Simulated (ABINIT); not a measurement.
# MgS (Niningerite) (Fm-3m) in ABINIT: further runs

One crystal, MgS (Niningerite), is run at these levels: HSE06, PBE0; tasks: single point.

All numbers are computed with ABINIT 10.8.3 (patched build); they aren't measurements. Logs are shortened: lines on timing, memory, paths and dates and some standing lists are left out, and cuts for length are marked. The log counts tension as positive stress, the text compression.

## 1. The structure

The structure is cubic, space group Fm-3m (No. 225). Conventional cell: a = 5.203 Å, b = 5.203 Å, c = 5.203 Å, α = 90.00°, β = 90.00°, γ = 90.00°. Around S (site symmetry m-3m) lie 6 Mg at 2.60 Å. Mg (site symmetry m-3m) has 6 S at 2.60 Å as nearest neighbours.

## 2. Single point, HSE06

run.abi

```
# Pseudopotentials
pp_dirpath "./"
pseudos "S.upf, Mg.upf"

# Structure
acell 3*1.0
rprim
     0.0000000000     4.9164059721     4.9164059721
     4.9164059721     0.0000000000     4.9164059721
     4.9164059721     4.9164059721     0.0000000000
ntypat 2
znucl 16 12
natom 2
typat 1 2
xred
     0.5000000000     0.5000000000     0.5000000000
     0.0000000000     0.0000000000     0.0000000000

# Plane-wave basis
ecut 40.0

# k points
kptopt 1
ngkpt 6 6 6
nshiftk 1
shiftk 0.0 0.0 0.0

# Exchange and correlation
ixc -428
fockdownsampling 2 2 2

# Bands and occupations
nband 10
occopt 1

# SCF cycle
nstep 60
diemac 6.0
toldfe 1.0e-7

# Output
iomode 3
prtwf 0
prtden 0
prteig 0
prtebands 0
prtvol 2
```

Potentials or basis: PseudoDojo NC SR PBE v0.4.1 standard.

Started as:

```
> mpirun --bind-to none -np 4 abinit run.abi > log 2>&1
```

run.abo:

```text
.Version 10.8.3 of ABINIT
 Symmetries : space group Fm -3 m (#225); Bravais cF (face-center cubic)
================================================================================
 Values of the parameters that define the memory need of the present run
     intxc =       0    ionmov =       0      iscf =       7    lmnmax =       6
     lnmax =       6     mgfft =      40  mpssoang =       3    mqgrid =    3001
     natom =       2  nloc_mem =       1    nspden =       1   nspinor =       1
    nsppol =       1      nsym =      48    n1xccc =    2501    ntypat =       2
    occopt =       1   xclevel =       2
       mpw =        2894          nfft =       64000          nkpt =          16
================================================================================
================================================================================

--------------------------------------------------------------------------------
------------- Echo of variables that govern the present computation ------------
--------------------------------------------------------------------------------
 -outvars: echo values of preprocessed input variables --------
            acell      1.0000000000E+00  1.0000000000E+00  1.0000000000E+00 Bohr
              amu      3.20660000E+01  2.43050000E+01
           diemac      6.00000000E+00
             ecut      4.00000000E+01 Hartree
 fockdownsampling           2       2       2
              ixc        -428
         kptrlatt        6    0    0      0    6    0      0    0    6
          kptrlen      4.17170880E+01
            natom           2
            nband          10
          nbandhf           8
            ngfft          40      40      40
             nkpt          16
           nkpthf          27
            nstep          60
             nsym          48
           ntypat           2
        optforces           0
        optstress           0
           prtden           0
        prtebands           0
           prteig           0
           prtvol           2
            prtwf           0
            rprim      0.0000000000E+00  4.9164059721E+00  4.9164059721E+00
                       4.9164059721E+00  0.0000000000E+00  4.9164059721E+00
                       4.9164059721E+00  4.9164059721E+00  0.0000000000E+00
          spgroup         225
           toldfe      1.00000000E-07 Hartree
            typat      1  2
          usefock           1
           xangst      2.6016499982E+00  2.6016499982E+00  2.6016499982E+00
                       0.0000000000E+00  0.0000000000E+00  0.0000000000E+00
            xcart      4.9164059721E+00  4.9164059721E+00  4.9164059721E+00
                       0.0000000000E+00  0.0000000000E+00  0.0000000000E+00
             xred      5.0000000000E-01  5.0000000000E-01  5.0000000000E-01
                       0.0000000000E+00  0.0000000000E+00  0.0000000000E+00
            znucl       16.00000   12.00000

================================================================================

 chkinp: Checking input parameters for consistency.

================================================================================
== DATASET  1 ==================================================================

--- !DatasetInfo
iteration_state: {dtset: 1, }
dimensions: {natom: 2, nkpt: 16, mband: 10, nsppol: 1, nspinor: 1, nspden: 1, mpw: 2894, }
cutoff_energies: {ecut:  40.0, pawecutdg:  -1.0, }
electrons: {nelect:   1.60000000E+01, charge:   0.00000000E+00, occopt:   1.00000000E+00, tsmear:   1.00000000E-02, }
meta: {optdriver: 0, ionmov: 0, optcell: 0, iscf: 7, paral_kgb: 0, }
...

 Real(R)+Recip(G) space primitive vectors, cartesian coordinates (Bohr,Bohr^-1):
 R(1)=  0.0000000  4.9164060  4.9164060  G(1)= -0.1017003  0.1017003  0.1017003
 R(2)=  4.9164060  0.0000000  4.9164060  G(2)=  0.1017003 -0.1017003  0.1017003
 R(3)=  4.9164060  4.9164060  0.0000000  G(3)=  0.1017003  0.1017003 -0.1017003
 Unit cell volume ucvol=  2.3766937E+02 bohr^3
 Angles (23,13,12)=  6.00000000E+01  6.00000000E+01  6.00000000E+01 degrees

 getcut: wavevector=  0.0000  0.0000  0.0000  ngfft=  40  40  40
         ecut(hartree)=     40.000   => boxcut(ratio)=   2.02070

--- Pseudopotential description ------------------------------------------------
- pspini: atom type   1  psp file is ./S.upf
12 -101130 2 -1 1146                          pspcod,pspxc,lmax,lloc,mmax
     nproj     2     2     2

- pspini: atom type   2  psp file is ./Mg.upf
12 -101130 1 -1 1510                          pspcod,pspxc,lmax,lloc,mmax
     nproj     2     2     0

   2.91954374E+02                                ecore*ucvol(ha*bohr**3)
--------------------------------------------------------------------------------

[... 61 lines left out ...]
  1.91E-14 4.00E-15
   0.1667  0.0000  0.0000    1  3.86710E-08 kpt; spin; max resid(k); each band:
  4.83E-15 1.51E-15 7.79E-16 7.79E-16 1.47E-14 6.48E-15 6.19E-16 6.34E-16
  1.58E-14 3.87E-08
   0.3333  0.0000  0.0000    1  2.07029E-14 kpt; spin; max resid(k); each band:
  2.31E-15 2.32E-15 4.38E-16 3.55E-15 8.57E-15 3.32E-15 4.32E-16 2.59E-16
  1.02E-14 2.07E-14
   0.5000  0.0000  0.0000    1  9.07391E-15 kpt; spin; max resid(k); each band:
  1.90E-15 2.68E-15 3.20E-16 3.94E-15 6.81E-15 1.97E-15 2.25E-16 3.25E-16
  9.07E-15 4.42E-15
   0.1667  0.1667  0.0000    1  7.31222E-13 kpt; spin; max resid(k); each band:
  5.19E-15 1.60E-16 1.09E-15 1.08E-15 1.33E-14 5.69E-15 1.07E-15 1.08E-15
  1.91E-14 7.31E-13
   0.3333  0.1667  0.0000    1  5.88455E-10 kpt; spin; max resid(k); each band:
  5.28E-15 1.32E-15 1.04E-15 2.04E-15 6.37E-15 4.94E-15 2.78E-15 1.06E-15
[... 16 lines left out ...]
  -0.3333  0.3333  0.0000    1  3.34779E-11 kpt; spin; max resid(k); each band:
  6.51E-15 2.13E-15 1.65E-15 5.38E-16 2.56E-15 9.09E-15 1.73E-15 9.39E-16
  6.75E-15 3.35E-11
   0.5000  0.5000  0.0000    1  8.95192E-15 kpt; spin; max resid(k); each band:
  6.57E-15 1.82E-15 1.48E-15 1.49E-15 2.48E-15 1.95E-15 1.21E-15 1.22E-15
  8.95E-15 7.16E-17
   0.5000  0.3333  0.1667    1  3.74499E-10 kpt; spin; max resid(k); each band:
  5.83E-15 1.18E-15 1.51E-15 1.14E-15 2.71E-15 4.06E-15 3.86E-15 2.93E-15
  5.04E-14 3.74E-10
  -0.3333  0.3333  0.1667    1  1.80243E-14 kpt; spin; max resid(k); each band:
  5.92E-15 2.13E-15 1.96E-15 1.56E-15 3.35E-15 3.02E-15 3.23E-15 4.77E-15
  1.05E-14 1.80E-14
  -0.3333  0.5000  0.1667    1  1.10914E-14 kpt; spin; max resid(k); each band:
  6.45E-15 1.74E-15 1.57E-15 8.42E-16 1.43E-15 1.73E-15 3.55E-15 5.73E-15
  1.11E-14 2.46E-15
 reduced coordinates (array xred) for    2 atoms
       0.500000000000      0.500000000000      0.500000000000
       0.000000000000      0.000000000000      0.000000000000

 cartesian coordinates (angstrom) at end:
    1      2.60164999821774     2.60164999821774     2.60164999821774
    2      0.00000000000000     0.00000000000000     0.00000000000000
 length scales=  1.000000000000  1.000000000000  1.000000000000 bohr
              =  0.529177210544  0.529177210544  0.529177210544 angstroms
 Fermi (or HOMO) energy (hartree) =   0.13239   Average Vxc (hartree)=  -0.30026
 Eigenvalues (hartree) for nkpt=  16  k points:
 kpt#   1, nband= 10, wtk=  0.00463, kpt=  0.0000  0.0000  0.0000 (reduced coord)
  -2.81209   -1.49433   -1.49433   -1.49433   -0.37697    0.13239    0.13239    0.13239
   0.31524    0.47178
 kpt#   2, nband= 10, wtk=  0.03704, kpt=  0.1667  0.0000  0.0000 (reduced coord)
  -2.81192   -1.49422   -1.49416   -1.49416   -0.36617    0.07121    0.12613    0.12613
   0.35519    0.46043
 kpt#   3, nband= 10, wtk=  0.03704, kpt=  0.3333  0.0000  0.0000 (reduced coord)
  -2.81208   -1.49454   -1.49435   -1.49435   -0.34066   -0.01767    0.11438    0.11438
   0.35215    0.45015
 kpt#   4, nband= 10, wtk=  0.01852, kpt=  0.5000  0.0000  0.0000 (reduced coord)
  -2.81191   -1.49442   -1.49418   -1.49418   -0.32410   -0.05765    0.10946    0.10946
   0.34251    0.43351
 kpt#   5, nband= 10, wtk=  0.02778, kpt=  0.1667  0.1667  0.0000 (reduced coord)
  -2.81186   -1.49415   -1.49412   -1.49412   -0.36267    0.07542    0.11224    0.11224
   0.37476    0.41602
 kpt#   6, nband= 10, wtk=  0.11111, kpt=  0.3333  0.1667  0.0000 (reduced coord)
  -2.81191   -1.49432   -1.49420   -1.49419   -0.34207    0.00986    0.09466    0.09821
[... 16 lines left out ...]
 kpt#  12, nband= 10, wtk=  0.05556, kpt= -0.3333  0.3333  0.0000 (reduced coord)
  -2.81207   -1.49452   -1.49451   -1.49439   -0.31227   -0.00879    0.00257    0.08794
   0.33889    0.46431
 kpt#  13, nband= 10, wtk=  0.01389, kpt=  0.5000  0.5000  0.0000 (reduced coord)
  -2.81185   -1.49435   -1.49420   -1.49420   -0.30928   -0.03252    0.06635    0.06635
   0.27595    0.33426
 kpt#  14, nband= 10, wtk=  0.11111, kpt=  0.5000  0.3333  0.1667 (reduced coord)
  -2.81185   -1.49429   -1.49421   -1.49415   -0.32309   -0.01136    0.04772    0.08565
   0.37211    0.41945
 kpt#  15, nband= 10, wtk=  0.11111, kpt= -0.3333  0.3333  0.1667 (reduced coord)
  -2.81190   -1.49437   -1.49430   -1.49422   -0.31210   -0.02096    0.02716    0.07194
   0.37284    0.42535
 kpt#  16, nband= 10, wtk=  0.05556, kpt= -0.3333  0.5000  0.1667 (reduced coord)
  -2.81185   -1.49431   -1.49424   -1.49420   -0.30797   -0.01459    0.03214    0.04806
   0.33746    0.40401
 Total charge density [el/Bohr^3]
)     Maximum=    3.3914E+00  at reduced coord.    0.0500    0.9500    0.9750
)Next maximum=    3.3914E+00  at reduced coord.    0.0250    0.9500    0.9750
)     Minimum=    1.1007E-03  at reduced coord.    0.5000    0.5000    0.5000
)Next minimum=    5.5550E-03  at reduced coord.    0.2500    0.2500    0.2500
   Integrated=    1.6000E+01

--- !EnergyTerms
iteration_state     : {dtset: 1, }
comment             : Components of total free energy in Hartree
kinetic             :  3.79115570676986E+01
hartree             :  2.22171112047319E+01
xc                  : -9.02410815624329E+00
Ewald energy        : -3.83567382627565E+01
psp_core            :  1.22840557233117E+00
local_psp           : -6.58036613861631E+01
non_local_psp+x     : -1.87454089508664E+01
total_energy        : -7.05728429112676E+01
...

--- !EnergyTermsDC
iteration_state     : {dtset: 1, }
comment             : '"Double-counting" decomposition of free energy'
band_energy         : -1.49509617793683E+01
Ewald energy        : -3.83567382627565E+01
psp_core            :  1.22840557233117E+00
xc_dc               : -1.84935354205246E+01
total_energy_dc     : -7.05728298903183E+01
...

== END DATASET(S) ==============================================================
================================================================================

 -outvars: echo values of variables after computation  --------
            acell      1.0000000000E+00  1.0000000000E+00  1.0000000000E+00 Bohr
           etotal     -7.0572842911E+01
            fcart      9.9999999999E+99  9.9999999999E+99  9.9999999999E+99
                       9.9999999999E+99  9.9999999999E+99  9.9999999999E+99
            rprim      0.0000000000E+00  4.9164059721E+00  4.9164059721E+00
                       4.9164059721E+00  0.0000000000E+00  4.9164059721E+00
                       4.9164059721E+00  4.9164059721E+00  0.0000000000E+00
           strten      9.9999999999E+99  9.9999999999E+99  9.9999999999E+99
                       9.9999999999E+99  9.9999999999E+99  9.9999999999E+99
           xangst      2.6016499982E+00  2.6016499982E+00  2.6016499982E+00
                       0.0000000000E+00  0.0000000000E+00  0.0000000000E+00
             xred      5.0000000000E-01  5.0000000000E-01  5.0000000000E-01
                       0.0000000000E+00  0.0000000000E+00  0.0000000000E+00
 Calculation completed.
```

It took 8.1 min on 4 MPI ranks of Arm Neoverse V1, shared host; peak memory 0.4 GiB.

What came out:

| Item | Value |
| --- | --- |
| Free energy | -1920.3849 eV |
| Band gap on the k mesh | 3.91 eV, indirect (least direct gap 4.98 eV) |
| Valence electrons inside the program's atomic spheres | S 3.98; Mg 8.25 |

Levels at points of the mesh, in eV from the valence-band top:
```csv
k point,band 6,band 7,band 8,band 9,band 10
"(0.00, 0.00, 0.00)",0.00,0.00,0.00,4.98,9.24
"(0.50, 0.00, 0.00)",-5.17,-0.62,-0.62,5.72,8.19
"(0.50, 0.50, 0.00)",-4.49,-1.80,-1.80,3.91,5.49
```

Caveat: exact exchange is summed on a coarse mesh, which widens gaps by tenths of an eV; Libxc's HSE differs a little from that of other programs. A k mesh can miss the band edges.

## 3. Single point, PBE0

run.abi: that of step 2 with these lines changed.

```diff
@@ -2,3 +2,3 @@
 pp_dirpath "./"
-pseudos "S.upf, Mg.upf"
+pseudos "16_S_6_1.8_1.9_pbe_n_v1.0.psp8, 12_Mg_10_1.9_2.0_pbe_v1.0.psp8"
 
@@ -19,3 +19,3 @@
 # Plane-wave basis
-ecut 40.0
+ecut 26.0
 
@@ -28,3 +28,3 @@
 # Exchange and correlation
-ixc -428
+ixc 41
 fockdownsampling 2 2 2
@@ -32,4 +32,5 @@
 # Bands and occupations
-nband 10
-occopt 1
+nband 12
+occopt 3
+tsmear 0.00183747
 
@@ -37,3 +38,2 @@
 nstep 60
-diemac 6.0
 toldfe 1.0e-7
```

Potentials or basis: SPMS NC PBE v1.0.

Started as:

```
> mpirun --bind-to none -np 4 abinit run.abi > log 2>&1
```

Run time: 5.3 min. Hardware: 4 MPI ranks of Arm Neoverse V1, shared host; peak memory 0.32 GiB.

Results (log left out):

```yaml
Free_energy: -1827.9257 eV
Band_gap_on_the_k_mesh: 4.60 eV, indirect (least direct gap 5.68 eV)
Valence_electrons_inside_the_program's_atomic_spheres: S 3.98; Mg 8.25
```

Levels at points of the mesh, in eV from the valence-band top:
| k point | band 6 | band 7 | band 8 | band 9 | band 10 | band 11 |
| --- | --- | --- | --- | --- | --- | --- |
| (0.00, 0.00, 0.00) | 0.00 | 0.00 | 0.00 | 5.68 | 9.94 | 9.94 |
| (0.50, 0.00, 0.00) | -5.25 | -0.65 | -0.65 | 6.42 | 8.92 | 8.92 |
| (0.50, 0.50, 0.00) | -4.56 | -1.84 | -1.84 | 4.60 | 6.18 | 14.35 |

Caveat: exact exchange is summed on a coarse mesh, which widens gaps by tenths of an eV. A k mesh can miss the band edges.
